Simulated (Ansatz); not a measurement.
# TaN (P-62m) in Ansatz: relaxation of cell and atoms with LDA

Aim: the relaxation of cell and atoms of TaN with LDA.

All numbers are computed with Ansatz 0.2.0; they aren't measurements. Logs are shortened: lines on timing, memory, paths and dates and some standing lists are left out, and cuts for length are marked.

### Step 1. The structure

Symmetry: P-62m, No. 189, hexagonal system. Conventional cell: a = 5.196 Å, b = 5.196 Å, c = 2.911 Å, α = 90.00°, β = 90.00°, γ = 120.00°. Ta (site symmetry -62m) has 3 N at 2.04 Å as nearest neighbours. Ta (site symmetry -6) is surrounded by 6 N at 2.16 Å. N (site symmetry m2m) has 5 Ta at 2.04 to 2.16 Å as nearest neighbours.

### Step 2. Relaxation of cell and atoms, LDA

Input file input.yaml:

```yaml
crystal:
  lattice:
    - [5.196, 0.0, 0.0]
    - [-2.598, 4.4998679981, 0.0]
    - [0.0, 0.0, 2.911]
  atoms:
    - { symbol: Ta, position: [0.0, 0.0, 0.0] }
    - { symbol: Ta, position: [0.6666666667, 0.3333333333, 0.5] }
    - { symbol: Ta, position: [0.3333333333, 0.6666666667, 0.5] }
    - { symbol: "N", position: [0.0, 0.39285, 0.0] }
    - { symbol: "N", position: [0.60715, 0.60715, 0.0] }
    - { symbol: "N", position: [0.39285, 0.0, 0.0] }
hamiltonian:
  xc: lda
  pseudopotentials: { kind: paw }
kpoints:
  mp_grid: { grid: [6, 6, 9] }
scf:
  occupations: { method: fermi_dirac, width: 0.05 }
output:
  forces: true
  stress: true
  eigenvalues: true
  write_density: true
  write_potential: true
  elf: true
  volumetric_format: npy
relax:
  f_tol: 0.01
  max_steps: 40
  cell: { stress_tol: 0.05 }
```

Potentials or basis: Ansatz PAW.

The run is started by

```console
ansatz run input.yaml --threads 2 --pin off --max-ram 5632MiB --backend cpu --events-out ev --progress --plain --runs-dir out
```

Output:

```text
Warning: RAYON_NUM_THREADS=2 ignored (pool sized by the plan → 2); use --threads N
Engine: ansatz 0.2.0, x86_64-unknown-linux-gnu
Pseudopotentials: kind: paw
Pseudopotential: Ta, paw, valence charge 13, recommended cutoff 420 eV (normal), Ta.paw.azcp
Pseudopotential: N, paw, valence charge 5, recommended cutoff 420 eV (normal), N.paw.azcp
Functional definition: SPW92
  exchange = slater_x
  correlation = pw_c
Crystal: 6 atoms, lattice volume = 68.063 Å³
Basis set: ecut = 420 eV, 1287 PW (Γ)
Bands: 33, of which v1, the nominal top of the filled ones, is band 27 counted from 1 (26 counted from 0)
Symmetry: 12 space group operations
Space group: P-62m (ITA 189), of the structure as read, at distance tolerance 4.1e-5 Å
k-points: 35 of 324 (time reversal used)
Non-local potential: Ta, projectors of the file, l = 0: 3, l = 1: 2, l = 2: 2, l = 3: 1
Non-local potential: N, projectors of the file, l = 0: 2, l = 1: 2, l = 2: 1
PAW form: soft (Blöchl's): semilocal exchange-correlation on the pseudo side does not see the compensation charge
PAW frozen core: Ta, regenerated for the run's functional, and the local potential with it (the file was generated under x = pbe(κ = 0.804, μ = 0.2195149727645171), c = pbe(β = 0.06672455060314922))
PAW frozen core: N, regenerated for the run's functional, and the local potential with it (the file was generated under x = pbe(κ = 0.804, μ = 0.2195149727645171), c = pbe(β = 0.06672455060314922))
PAW one-centre angular grid: Ta, 590 points (default); XC on 64 Gauss nodes
PAW one-centre angular grid: N, 110 points (default); XC on 64 Gauss nodes
Initial density: superposition of atomic densities (neutral atoms: chi_scale 0, normalization atom), corrected by the library's trained network
Initial wavefunctions: pseudopotential atomic-orbital guess
Functional: x = slater, c = lda
SCF iter   1: F=—  HF=-30177.777737 eV  |F-HF|=—  |Δ(HF+E_count)|=         —  Δρ=1.05e-2  dr2=7.17e-2  ethr=1.77e-3  ⟨swp⟩=6.0  Hψ=4804  notcnv=0
preconditioner: auto → Kerker (q_TF=auto, 2.625 Å⁻¹)  [metal: Δε(μ)=0.021 eV  Ē_g=9.392 eV  σ=0.050 eV  W_gap=0.10  n_scr=26 (ndim 8)  ℏωp=24.7 eV  f_vac=0.000  D(μ)=0.89/eV (n_scr^D=6)]
SCF iter   2: F=—  HF=-30177.764385 eV  |F-HF|=—  |Δ(HF+E_count)|=   1.34e-2  Δρ=4.98e-3  dr2=1.13e-2  ethr=1.33e-4  ⟨swp⟩=2.1  Hψ=1667  notcnv=0  defer=10
SCF iter   3: F=—  HF=-30177.762031 eV  |F-HF|=—  |Δ(HF+E_count)|=   2.35e-3  Δρ=1.97e-3  dr2=2.41e-3  ethr=2.09e-5  ⟨swp⟩=1.9  Hψ=1549  notcnv=0  defer=11
SCF iter   4: F=—  HF=-30177.761432 eV  |F-HF|=—  |Δ(HF+E_count)|=   5.99e-4  Δρ=4.10e-4  dr2=7.62e-5  ethr=4.47e-6  ⟨swp⟩=2.0  Hψ=1609  notcnv=0  defer=11
SCF iter   5: F=—  HF=-30177.761422 eV  |F-HF|=—  |Δ(HF+E_count)|=   1.05e-5  Δρ=7.74e-5  dr2=3.67e-6  ethr=1.41e-7  ⟨swp⟩=2.4  Hψ=1676  notcnv=0  defer=11
SCF iter   6: F=—  HF=-30177.761421 eV  |F-HF|=—  |Δ(HF+E_count)|=   4.67e-7  Δρ=1.83e-5  dr2=1.90e-7  ethr=6.79e-9  ⟨swp⟩=2.8  Hψ=1947  notcnv=0  defer=11
SCF iter   7: F=-30177.761421 eV  HF=-30177.761421 eV  |F-HF|=2.54e-9  |Δ(HF+E_count)|=   2.79e-8  Δρ=2.81e-6  dr2=5.77e-9  ethr=1.85e-10  ⟨swp⟩=11.0  Hψ=7581  notcnv=0
SCF 1 converged in 7 iterations: F = -30177.761421 eV  dr2 = 5.77e-9
relax step   1: F+E_penalty+E_count = -30177.76142117 eV  Δ(F+E_penalty+E_count) = +0.000e0 eV  max|allowed force component| = 5.052e-2 eV/Å  Δτ_max = 0.0000 Å  P = -9.981 GPa  Ω = 68.063 Å³  (7 SCF iters, dr2 threshold 1.00e-7 eV, accepted)
Crystal: 6 atoms, lattice volume = 65.195 Å³
Initial density: handed on by an earlier stage of this run
Initial wavefunctions: those handed on with the density
iter 1 solved again at ethr=6.23e-5 eV; its pass at ethr=3.10e-3 eV (dr2=3.36e-2 eV) is discarded
SCF iter   1: F=—  HF=-30177.830353 eV  |F-HF|=—  |Δ(HF+E_count)|=         —  Δρ=7.74e-3  dr2=3.61e-2  ethr=6.23e-5  ⟨swp⟩=1.1  Hψ=6344  notcnv=0
preconditioner: auto → Kerker (q_TF=auto, 2.644 Å⁻¹)  [metal: Δε(μ)=0.066 eV  Ē_g=9.808 eV  σ=0.050 eV  W_gap=0.31  n_scr=26 (ndim 8)  ℏωp=25.2 eV  f_vac=0.000  D(μ)=0.87/eV (n_scr^D=6)]
SCF iter   2: F=—  HF=-30177.821553 eV  |F-HF|=—  |Δ(HF+E_count)|=   8.80e-3  Δρ=2.29e-3  dr2=3.64e-3  ethr=6.23e-5  ⟨swp⟩=2.0  Hψ=1859  notcnv=0
SCF iter   3: F=—  HF=-30177.820697 eV  |F-HF|=—  |Δ(HF+E_count)|=   8.55e-4  Δρ=1.10e-3  dr2=8.72e-4  ethr=6.75e-6  ⟨swp⟩=2.4  Hψ=1425  notcnv=0
SCF iter   4: F=—  HF=-30177.820390 eV  |F-HF|=—  |Δ(HF+E_count)|=   3.08e-4  Δρ=1.74e-4  dr2=1.70e-5  ethr=1.62e-6  ⟨swp⟩=2.9  Hψ=2110  notcnv=0
SCF iter   5: F=—  HF=-30177.820393 eV  |F-HF|=—  |Δ(HF+E_count)|=   2.96e-6  Δρ=4.03e-5  dr2=1.31e-6  ethr=3.14e-8  ⟨swp⟩=2.2  Hψ=1396  notcnv=0
[... 57 lines left out ...]
SCF iter   3: F=—  HF=-30177.828150 eV  |F-HF|=—  |Δ(HF+E_count)|=   4.67e-8  Δρ=9.75e-6  dr2=6.23e-8  ethr=1.14e-10  ⟨swp⟩=8.0  Hψ=6807  notcnv=0
SCF iter   4: F=-30177.828150 eV  HF=-30177.828150 eV  |F-HF|=2.76e-10  |Δ(HF+E_count)|=   2.00e-8  Δρ=1.37e-6  dr2=1.14e-9  ethr=1.14e-10  ⟨swp⟩=8.0  Hψ=6779  notcnv=0
SCF 8 converged in 4 iterations: F = -30177.828150 eV  dr2 = 1.14e-9
relax step   8: F+E_penalty+E_count = -30177.82815007 eV  Δ(F+E_penalty+E_count) = -1.038e-4 eV  max|allowed force component| = 3.701e-5 eV/Å  Δτ_max = 0.0001 Å  P = -0.002 GPa  Ω = 66.029 Å³  energy of the carried Pulay correction = +9.222e-5 eV  (4 SCF iters, dr2 threshold 6.15e-8 eV, accepted)
iter 1 solved again at ethr=3.84e-8 eV; its pass at ethr=3.10e-3 eV (dr2=2.07e-5 eV) is discarded
SCF iter   1: F=—  HF=-30177.828059 eV  |F-HF|=—  |Δ(HF+E_count)|=         —  Δρ=3.46e-6  dr2=2.13e-9  ethr=3.84e-8  ⟨swp⟩=3.6  Hψ=8136  notcnv=0
eigensolver tolerance schedule: the retry pair's looser diagonalisation over-reported the residual by 9727.34 of it (diagonalisation noise at 0.14 of the residual, at the tolerance the schedule requests for it); recorded, not acted on — ethr = c·dr2/N_el stays at c = 1.0e-1
SCF iter   2: F=—  HF=-30177.828064 eV  |F-HF|=—  |Δ(HF+E_count)|=   5.74e-6  Δρ=1.97e-6  dr2=8.02e-10  ethr=3.95e-12  ⟨swp⟩=3.1  Hψ=2419  notcnv=0
SCF iter   3: F=—  HF=-30177.828064 eV  |F-HF|=—  |Δ(HF+E_count)|=  1.31e-10  Δρ=5.63e-7  dr2=1.81e-10  ethr=1.48e-12  ⟨swp⟩=2.0  Hψ=1676  notcnv=0
SCF iter   4: F=-30177.828064 eV  HF=-30177.828064 eV  |F-HF|=2.91e-11  |Δ(HF+E_count)|=  3.64e-11  Δρ=1.91e-7  dr2=3.00e-11  ethr=1.00e-12  ⟨swp⟩=7.1  Hψ=5561  notcnv=0
SCF 9 converged in 4 iterations: F = -30177.828064 eV  dr2 = 3.00e-11
relax step   9: F+E_penalty+E_count = -30177.82806437 eV  Δ(F+E_penalty+E_count) = +8.570e-5 eV  max|allowed force component| = 3.658e-5 eV/Å  Δτ_max = 0.0000 Å  P = -0.003 GPa  Ω = 66.029 Å³  stress off target by 2.66e-3 GPa  SCF on the basis re-selected at this cell (its energy is not comparable with the rows above)  (4 SCF iters)
basis re-selected at this cell: Δ(F+E_penalty+E_count) = +8.570e-5 eV, ΔP = -0.001 GPa vs the last step (what re-selecting the basis moved, of the pressure what is left beyond the Pulay correction that the steps carried, after the strain that the cell walked since its last selection, with what the two solves' SCF thresholds leave and, on support functions, any second-order correction that the steps lacked; it is no measure of the basis error at this ecutwfc). This SCF's stress stands 2.66e-3 GPa from its target on what of the cell is left free (relax.cell.stress_tol is 5.00e-2 GPa) and its largest allowed force component is 3.66e-5 eV/Å (relax.f_tol is 1.00e-2 eV/Å): within both
SCF converged after 4 iterations
Free energy (F): -30177.828064 eV
Harris-Foulkes:  -30177.828064 eV  (|F-HF|=2.91e-11)
Internal energy: -30177.821302 eV  (E = F + TS)
E sigma→0 (E₀):  -30177.824683 eV
Entropy (-TS):   -0.006762 eV (-1.127 meV/atom)
Fermi energy:    20.023858 eV
--- Per-component energies (eV) ---
  E_band       = -201.573715
  E_kinetic    = 1503.847193
  E_local      = -1992.471609  (includes V_loc(G=0)·N_el)
  E_nonlocal   = 202.873278
  E_hartree    = 674.418865
  E_xc         = -834.013793
  E_vxc        = -846.745699  (∫ρ·V_xc dr)
  E_paw        = -24803.478088  (= ΣΔE_a)
  E_vpaw       = -417.915193  (= ΣTr[D̂ρ^β])
  E_aug_tail   = 0.000773  (compensation charges beyond the density's cutoff)
  E_ewald      = -4930.014764
  E_core_change = 1.016840  (= ΣΔE_core)
  E_smearing   = -0.006762  (= −TS)
  E_closure    = 0.000000  (closes the sum)
  Σ components = -30177.828064   (vs F -30177.828064, Δ=0.00e0)
--- Forces (eV/Å), atoms counted from 1 ---
  atom   1  Ta     0.00000000     0.00000000     0.00000000
  atom   2  Ta    -0.00000000     0.00000000     0.00000000
  atom   3  Ta    -0.00000000    -0.00000000     0.00000000
  atom   4  N     -0.00001829     0.00003168     0.00000000
  atom   5  N     -0.00001829    -0.00003168     0.00000000
  atom   6  N      0.00003658     0.00000000     0.00000000
  max |Σ_I F_I| component: 1.43e-16 eV/Å
--- Stress (GPa, compression-positive) ---
       -0.002656       0.000000       0.000000
        0.000000      -0.002656       0.000000
        0.000000       0.000000      -0.002388
  P = ⅓ Tr σ = -0.0026 GPa (-0.026 kbar)
--- Band table (eV; the first three rows and the last of 35) ---
  k-point 0: bands = ["-49.2139", "-49.1622", "-48.5781", "-16.0992", "-16.0992", "-15.7195", "-15.7195", "-15.5104", "-15.3882", "-15.2664", "-15.2664", "-14.5762", "1.6492", "4.5597", "4.5597", "10.4211", "13.3402", "13.3402", "13.4007", "14.1321", "14.1321", "14.8790", "14.8790", "15.7151", "16.6885", "18.0376", "19.0577", "19.0577", "20.6228", "20.6228", "21.8610", "22.0516", "22.0516"]
  k-point 1: bands = ["-49.2076", "-49.1562", "-48.5728", "-16.0792", "-16.0792", "-15.6981", "-15.6981", "-15.6327", "-15.4972", "-15.2653", "-15.2653", "-14.6693", "1.9018", "4.4827", "4.4827", "10.8568", "13.1000", "13.1000", "13.6112", "14.0450", "14.0450", "14.8117", "14.8117", "15.0752", "17.1249", "18.5638", "18.5638", "18.6408", "21.2559", "21.2559", "22.0731", "22.0755", "22.0755"]
  k-point 2: bands = ["-49.1915", "-49.1407", "-48.5591", "-16.0282", "-16.0282", "-15.9315", "-15.7654", "-15.6408", "-15.6408", "-15.2653", "-15.2653", "-14.8992", "2.5694", "4.2791", "4.2791", "12.0152", "12.5571", "12.5571", "13.2540", "13.8394", "13.8394", "14.6278", "14.6278", "14.6724", "18.1003", "18.1003", "18.4415", "20.0097", "21.4808", "21.4808", "22.2157", "22.2157", "22.6876"]
  k-point 34: bands = ["-49.1365", "-49.1365", "-48.5333", "-16.3681", "-16.3681", "-16.0045", "-15.7234", "-15.7234", "-15.4554", "-15.2823", "-15.2694", "-15.2694", "3.5188", "4.2600", "4.2600", "11.6990", "11.6990", "12.6074", "12.6355", "12.6355", "13.2880", "13.3970", "15.8442", "15.8442", "17.4901", "17.4901", "18.3566", "22.3562", "22.3562", "22.6029", "22.9307", "22.9307", "23.9181"]
--- Relaxed structure (7 steps of the walk, 7 accepted, 2 SCFs on fresh bases) ---
  F+E_penalty+E_count = -30177.82806437 eV   max|allowed force component| = 3.658e-5 eV/Å   (the final SCF, on the basis selected at the relaxed cell)
  cell:  # Å, volume = 66.0292 Å³
    - [5.150709424146487, 1.9148258615416767e-36, 0.0]
    - [-2.5753547120732434, 4.460645208822775, 0.0]
    - [0.0, 0.0, 2.87389800309334]
  atoms:
    - { symbol: Ta, position: [9.895047015809363e-21, -8.031362793661444e-21, 0.0] }
    - { symbol: Ta, position: [0.6666666666666666, 0.33333333333333337, 0.5] }
    - { symbol: Ta, position: [0.33333333333333337, 0.6666666666666667, 0.5] }
    - { symbol: N, position: [-2.7755575615628914e-17, 0.3933415987014197, 0.0] }
    - { symbol: N, position: [0.6066584012985803, 0.6066584012985804, 0.0] }
    - { symbol: N, position: [0.39334159870141977, -8.031362793661474e-21, 0.0] }
```

Wall time 18 s (2 threads of Intel Xeon 6975P-C (Granite Rapids), shared host); peak memory 0.4 GiB.

What came out:

| Item | Value |
| --- | --- |
| Free energy | -30177.8281 eV |
| Relaxed volume | 11.00 Å³/atom |
| Relaxed cell | a = 5.151 Å, b = 5.151 Å, c = 2.874 Å, α = 90.00°, β = 90.00°, γ = 120.00° |
| Space group after relaxing (to 0.05 Å) | P-62m (No. 189) |
| Energy gained by relaxing | 11.1 meV/atom |
| Ionic steps | 9 |
| Pressure after relaxing | 0.0 GPa |
| Band gap on the k mesh | none (metal or under the smearing width) |

The path:
```
step  energy change (eV)  largest force (eV/Å)  volume (Å³)
   1              0.0000                0.0505        68.06
   2             -0.0590                0.0814        65.19
   3             -0.0719                0.0083        66.04
   4             -0.0724                0.0073        66.09
   5             -0.0725                0.0193        66.05
   6             -0.0725                0.0002        66.06
   7             -0.0666                0.0003        66.06
   8             -0.0667                0.0000        66.03
   9             -0.0666                0.0000        66.03
```

Final structure:
```cif
data_structure
_symmetry_space_group_name_H-M 'P 1'
_symmetry_Int_Tables_number 1
_cell_length_a 5.1507
_cell_length_b 5.1507
_cell_length_c 2.8739
_cell_angle_alpha 90.000
_cell_angle_beta 90.000
_cell_angle_gamma 120.000
_cell_volume 66.03
loop_
_atom_site_label
_atom_site_type_symbol
_atom_site_fract_x
_atom_site_fract_y
_atom_site_fract_z
_atom_site_occupancy
Ta1 Ta 0.00000 0.00000 0.00000 1
Ta2 Ta 0.66667 0.33333 0.50000 1
Ta3 Ta 0.33333 0.66667 0.50000 1
N1 N 0.00000 0.39334 0.00000 1
N2 N 0.60666 0.60666 0.00000 1
N3 N 0.39334 0.00000 0.00000 1
```

Levels at points of the mesh, in eV from the Fermi level:
| k point | band 25 | band 26 | band 27 | band 28 | band 29 | band 30 |
| --- | --- | --- | --- | --- | --- | --- |
| (0.00, 0.00, 0.00) | -3.34 | -1.99 | -0.97 | -0.97 | 0.60 | 0.60 |
| (0.00, -0.50, 0.00) | -3.94 | -2.90 | -2.72 | 1.29 | 1.86 | 1.96 |

Caveat: the plane-wave basis is chosen anew once the cell has moved, so the energies of steps on either side of that aren't comparable; the pressure holds a Pulay correction of +0.6 GPa for the finite cutoff; the PAW data sets come from PBE, with cores solved anew for the run's functional, which leaves a small shift of forces and pressure.
